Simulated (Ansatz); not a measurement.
The same calculation of PbSe, space group Pnma as a Python script and as an input file (the Python package of Ansatz (0.2.0)).

`pbse.py`:
```python
"""SCF run for PbSe."""

import logging
import sys
import warnings

import ansatz as az
from ase.data import atomic_numbers
import numpy as np
import spglib

logging.basicConfig(stream=sys.stdout, format="[%(levelname)s] %(message)s")
logger = logging.getLogger("ansatz_job")
logger.setLevel(logging.INFO)


def main() -> None:
    warnings.simplefilter("ignore", az.DeckWarning)

    pbse = (
        az.Lattice.of([13.21982, 0.0, 0.0], [0.0, 4.45645, 0.0], [0.0, 0.0, 4.41518])
        .atom("Pb", [0.85958, 0.75, 0.91029])
        .atom("Pb", [0.35958, 0.75, 0.58971])
        .atom("Pb", [0.14042, 0.25, 0.08971])
        .atom("Pb", [0.64042, 0.25, 0.41029])
        .atom("Se", [0.64231, 0.75, 0.95175])
        .atom("Se", [0.14231, 0.75, 0.54825])
        .atom("Se", [0.35769, 0.25, 0.04825])
        .atom("Se", [0.85769, 0.25, 0.45175])
    )

    # the calculation
    setup = (
        pbse.calculation()
        .functional("lda")
        .basis(34 * az.Ry)
        .kpoints(2, 4, 4)
        .occupations(az.OccupationsMethod.FIXED)
        .compute(band_table=True)
    )
    res = setup.run()
    report = res.report

    logger.info("%-22s %14.5f eV" % ("F = E - TS", report["free_energy_ev"]))
    logger.info("%-22s %14.5f eV" % ("E", report["internal_energy_ev"]))
    logger.info("%-22s %14.5f eV" % ("Harris-Foulkes", report["harris_foulkes_ev"]))
    logger.info("%-22s %14.5f eV" % ("Fermi level", report["fermi_energy_ev"]))

    # band edges over the mesh points; the true edges can lie between them
    levels = np.array(report["eigenvalues_ev"])
    filled = round(report["n_electrons"] / 2)
    top, bottom = levels[:, filled - 1], levels[:, filled]
    print("top of band", filled, "at k =", report["kpoints_frac"][top.argmax()], f"{top.max():.4f} eV")
    print("bottom of band", filled + 1, "at k =", report["kpoints_frac"][bottom.argmin()], f"{bottom.min():.4f} eV")
    logger.info(f"gap by band count {bottom.min() - top.max():.3f} eV, least direct gap {(bottom - top).min():.3f} eV")

    spg_cell = (res.lattice.cell_ang, [s.position_frac for s in res.lattice.sites], [atomic_numbers[s.symbol] for s in res.lattice.sites])
    # space group as spglib finds it
    for tolerance in (1e-5, 1e-3, 1e-1):
        logger.info(f"symprec {tolerance:g} A: {spglib.get_spacegroup(spg_cell, symprec=tolerance)}")
    print("operations used by the run:", report["n_symmetry_ops"])


if __name__ == "__main__":
    main()
```

```console
$ python pbse.py
[INFO] F = E - TS               -67945.62945 eV
[INFO] E                        -67945.62945 eV
[INFO] Harris-Foulkes           -67945.62945 eV
[INFO] Fermi level                   6.39094 eV
top of band 60 at k = [0.0, -0.5, 0.0] 6.3909 eV
bottom of band 61 at k = [0.0, 0.0, 0.25] 7.6030 eV
[INFO] gap by band count 1.212 eV, least direct gap 1.251 eV
[INFO] symprec 1e-05 A: Pnma (62)
[INFO] symprec 0.001 A: Pnma (62)
[INFO] symprec 0.1 A: Pnma (62)
operations used by the run: 8
```

`input.yaml`:
```yaml
crystal:
  lattice:
    - [13.21982, 0.0, 0.0]
    - [0.0, 4.45645, 0.0]
    - [0.0, 0.0, 4.41518]
  atoms:
    - { symbol: Pb, position: [0.85958, 0.75, 0.91029] }
    - { symbol: Pb, position: [0.35958, 0.75, 0.58971] }
    - { symbol: Pb, position: [0.14042, 0.25, 0.08971] }
    - { symbol: Pb, position: [0.64042, 0.25, 0.41029] }
    - { symbol: Se, position: [0.64231, 0.75, 0.95175] }
    - { symbol: Se, position: [0.14231, 0.75, 0.54825] }
    - { symbol: Se, position: [0.35769, 0.25, 0.04825] }
    - { symbol: Se, position: [0.85769, 0.25, 0.45175] }
basis:
  ecutwfc: 462.5935661818
kpoints:
  mp_grid: { grid: [2, 4, 4] }
hamiltonian:
  xc: lda
scf:
  occupations: { method: fixed }
output:
  eigenvalues: true
```

On the command line:
```console
$ ansatz run input.yaml --threads 1 --pin off --max-ram 3072MiB --backend cpu --events-out ev --progress --plain --runs-dir out
Engine: ansatz 0.2.0, aarch64-unknown-linux-gnu
Pseudopotentials: kind: paw
Pseudopotential: Pb, paw, valence charge 14, recommended cutoff 420 eV (normal), Pb.paw.azcp
Pseudopotential: Se, paw, valence charge 16, recommended cutoff 420 eV (normal), Se.paw.azcp
Functional definition: SPW92
  exchange = slater_x
  correlation = pw_c
Crystal: 8 atoms, lattice volume = 260.114 Å³
Basis set: ecut = 462.5935661818 eV, 5835 PW (Γ)
Bands: 72, of which v1, the nominal top of the filled ones, is band 60 counted from 1 (59 counted from 0)
Symmetry: 8 space group operations
Space group: Pnma (ITA 62), of the structure as read, at distance tolerance 6.4e-5 Å
k-points: 18 of 32
Non-local potential: Pb, projectors of the file, l = 0: 2, l = 1: 2, l = 2: 2, l = 3: 2
Non-local potential: Se, projectors of the file, l = 0: 2, l = 1: 2, l = 2: 3, l = 3: 1
PAW form: soft (Blöchl's): semilocal exchange-correlation on the pseudo side does not see the compensation charge
PAW frozen core: Pb, regenerated for the run's functional, and the local potential with it (the file was generated under x = pbe(κ = 0.804, μ = 0.2195149727645171), c = pbe(β = 0.06672455060314922))
PAW frozen core: Se, regenerated for the run's functional, and the local potential with it (the file was generated under x = pbe(κ = 0.804, μ = 0.2195149727645171), c = pbe(β = 0.06672455060314922))
PAW one-centre angular grid: Pb, 590 points (default); XC on 64 Gauss nodes
PAW one-centre angular grid: Se, 590 points (default); XC on 64 Gauss nodes
Initial density: superposition of atomic densities (neutral atoms: chi_scale 0, normalization atom), corrected by the library's trained network
Initial wavefunctions: pseudopotential atomic-orbital guess
Functional: x = slater, c = lda
SCF iter   1: F=—  HF=-67945.648029 eV  |F-HF|=—  |Δ(HF+E_count)|=         —  Δρ=4.23e-3  dr2=4.53e-2  ethr=1.77e-3  ⟨swp⟩=5.0  Hψ=4127  notcnv=0  defer=171
preconditioner: auto → Resta (q_TF=auto, 2.398 Å⁻¹)  ε∞=3.1  [insulator: Δε(μ)=1.205 eV  Ē_g=14.061 eV  n_scr=66 (ndim 8)  ℏωp=20.6 eV  f_vac=0.052  ε∞_Penn≈3.1]
SCF iter   2: F=—  HF=-67945.632000 eV  |F-HF|=—  |Δ(HF+E_count)|=   1.60e-2  Δρ=2.24e-3  dr2=9.14e-3  ethr=3.77e-5  ⟨swp⟩=3.0  Hψ=2616  notcnv=0  defer=174
SCF iter   3: F=—  HF=-67945.629560 eV  |F-HF|=—  |Δ(HF+E_count)|=   2.44e-3  Δρ=4.53e-4  dr2=8.31e-4  ethr=7.62e-6  ⟨swp⟩=2.1  Hψ=1943  notcnv=0  defer=120
automatic band count: iteration 3 solves 69 bands in place of 72: the levels show a gap, and the empty bands left out lie too high to hold charge; the band table lists the bands solved (type scf.n_extra_bands for more)
SCF iter   4: F=—  HF=-67945.629311 eV  |F-HF|=—  |Δ(HF+E_count)|=   2.48e-4  Δρ=1.92e-4  dr2=8.22e-5  ethr=6.93e-7  ⟨swp⟩=2.0  Hψ=2258  notcnv=0  defer=113
SCF iter   5: F=—  HF=-67945.629448 eV  |F-HF|=—  |Δ(HF+E_count)|=   1.37e-4  Δρ=3.15e-5  dr2=3.58e-6  ethr=6.85e-8  ⟨swp⟩=3.0  Hψ=2258  notcnv=0  defer=70
SCF iter   6: F=—  HF=-67945.629448 eV  |F-HF|=—  |Δ(HF+E_count)|=   3.33e-7  Δρ=1.21e-5  dr2=4.92e-7  ethr=2.98e-9  ⟨swp⟩=2.1  Hψ=2165  notcnv=0  defer=70
SCF iter   7: F=-67945.629448 eV  HF=-67945.629448 eV  |F-HF|=5.52e-9  |Δ(HF+E_count)|=   1.24e-7  Δρ=2.61e-6  dr2=2.14e-8  ethr=8.33e-11  ⟨swp⟩=9.6  Hψ=4435  notcnv=0
SCF 1 converged in 7 iterations: F = -67945.629448 eV  dr2 = 2.14e-8
  greatest PAW one-centre occupation: 1.000 electrons in one spin orbital (limit 2), on the Se atom at site 6 (counted from 0), in its partial waves of l = 2
SCF converged after 7 iterations
Free energy (F): -67945.629448 eV
Harris-Foulkes:  -67945.629448 eV  (|F-HF|=5.52e-9)
Internal energy: -67945.629448 eV  (E = F + TS)
E sigma→0 (E₀):  -67945.629448 eV
Fermi energy:    6.390942 eV
--- Per-component energies (eV) ---
  E_band       = -1931.947349
  E_kinetic    = 1621.406449
  E_local      = -15490.382190  (includes V_loc(G=0)·N_el)
  E_nonlocal   = -940.518746
  E_hartree    = 7142.135784
  E_xc         = -1287.959097
  E_vxc        = -923.809841  (∫ρ·V_xc dr)
  E_paw        = -47712.341586  (= ΣΔE_a)
  E_vpaw       = -482.913323  (= ΣTr[D̂ρ^β])
  E_aug_tail   = -0.001524  (compensation charges beyond the density's cutoff)
  E_ewald      = -11286.527133
  E_core_change = 8.558595  (= ΣΔE_core)
  E_smearing   = -0.000000  (= −TS)
  E_closure    = 0.000000  (closes the sum)
  Σ components = -67945.629448   (vs F -67945.629448, Δ=0.00e0)
--- Band table (eV; the first three rows and the last of 18) ---
  k-point 0: bands = ["-40.2511", "-40.2511", "-40.2511", "-40.2511", "-40.2504", "-40.2503", "-40.2503", "-40.2503", "-40.2440", "-40.2440", "-40.2440", "-40.2439", "-40.2438", "-40.2437", "-40.2437", "-40.2437", "-40.2405", "-40.2405", "-40.2404", "-40.2404", "-9.8223", "-9.8189", "-9.7382", "-9.7366", "-9.7366", "-9.7354", "-9.7261", "-9.7261", "-9.7254", "-9.7247", "-9.7232", "-9.7195", "-9.7179", "-9.7131", "-9.7119", "-9.7109", "-9.6981", "-9.6928", "-9.6909", "-9.6850", "-6.1857", "-6.0545", "-5.2281", "-5.0345", "-0.8060", "-0.5622", "0.1694", "0.1773", "2.8894", "4.0571", "4.2605", "4.2637", "4.3673", "4.4249", "4.9849", "5.2355", "5.2562", "5.3449", "5.9189", "6.1819", "7.7834", "10.5657", "10.5861", "10.7260", "10.7603", "10.8426", "10.9998", "11.2467", "11.4582"]
  k-point 1: bands = ["-40.2511", "-40.2511", "-40.2511", "-40.2511", "-40.2503", "-40.2503", "-40.2503", "-40.2503", "-40.2440", "-40.2440", "-40.2440", "-40.2439", "-40.2437", "-40.2437", "-40.2437", "-40.2437", "-40.2405", "-40.2405", "-40.2405", "-40.2404", "-9.7998", "-9.7971", "-9.7402", "-9.7386", "-9.7363", "-9.7341", "-9.7331", "-9.7285", "-9.7276", "-9.7250", "-9.7189", "-9.7178", "-9.7144", "-9.7137", "-9.7118", "-9.7025", "-9.7003", "-9.6985", "-9.6971", "-9.6866", "-5.9233", "-5.8048", "-5.1714", "-5.0207", "-1.2943", "-0.9732", "-0.5739", "-0.3642", "3.2837", "4.5153", "4.6781", "4.6910", "4.7094", "4.8898", "5.3339", "5.5751", "5.7839", "5.8581", "5.9777", "6.0755", "7.6030", "8.7268", "9.0801", "9.5468", "9.8491", "9.9970", "10.0268", "10.3471", "10.4942"]
  k-point 2: bands = ["-40.2511", "-40.2511", "-40.2511", "-40.2511", "-40.2503", "-40.2503", "-40.2503", "-40.2503", "-40.2440", "-40.2440", "-40.2440", "-40.2440", "-40.2437", "-40.2437", "-40.2437", "-40.2437", "-40.2405", "-40.2405", "-40.2405", "-40.2405", "-9.7609", "-9.7609", "-9.7604", "-9.7604", "-9.7440", "-9.7440", "-9.7404", "-9.7404", "-9.7212", "-9.7212", "-9.7163", "-9.7163", "-9.7048", "-9.7048", "-9.7043", "-9.7043", "-9.6993", "-9.6993", "-9.6932", "-9.6932", "-5.3718", "-5.3718", "-5.2723", "-5.2723", "-1.4786", "-1.4786", "-1.1277", "-1.1277", "4.3028", "4.3028", "5.3929", "5.3929", "5.4670", "5.4670", "5.6378", "5.6378", "6.1553", "6.1553", "6.3605", "6.3605", "7.6716", "7.6716", "8.0102", "8.0102", "8.6935", "8.6935", "8.9127", "8.9127", "9.1931"]
  k-point 17: bands = ["-40.2511", "-40.2511", "-40.2511", "-40.2511", "-40.2503", "-40.2503", "-40.2503", "-40.2503", "-40.2440", "-40.2440", "-40.2440", "-40.2440", "-40.2437", "-40.2437", "-40.2437", "-40.2437", "-40.2405", "-40.2405", "-40.2405", "-40.2405", "-9.8154", "-9.8154", "-9.8154", "-9.8154", "-9.7333", "-9.7333", "-9.7333", "-9.7333", "-9.7198", "-9.7198", "-9.7198", "-9.7198", "-9.6929", "-9.6929", "-9.6929", "-9.6929", "-9.6885", "-9.6885", "-9.6885", "-9.6885", "-4.9933", "-4.9933", "-4.9933", "-4.9933", "-0.7570", "-0.7570", "-0.7570", "-0.7570", "2.6951", "2.6951", "2.6951", "2.6951", "3.7695", "3.7695", "3.7695", "3.7695", "5.2296", "5.2296", "5.2296", "5.2296", "9.6675", "9.6675", "9.6675", "9.6675", "11.7415", "11.7415", "11.7415", "11.7415", "12.2257"]
```

Reading the output:
- Absolute energies stand on the zero of these potentials, so only differences at equal settings mean something. A total without «per atom» is that of the cell as typed.
- Spin-orbit coupling, left out here, can change this gap by several tenths of an eV, and inverted bands can meet off the mesh.
- The computed bands are complete only to about 2.8 eV above the Fermi level.
- The Fermi level of a run with fixed occupations marks the highest occupied state on its mesh, not mid-gap.
- The zero of the levels is a convention of the potentials, so an absolute Fermi energy is no work function.
- This cell is a computed structure, which may not be the phase found in nature.
- Levels are Kohn-Sham eigenvalues on this mesh, without spin-orbit coupling.
- Timing: 16 s on 1 thread of Arm Neoverse V2, with other jobs on the host, peak memory 0.67 GiB.

(A comment or docstring line of the script was reworded after the run, the code is as it ran; lines on the test bed's own set-up are left out of the output.)
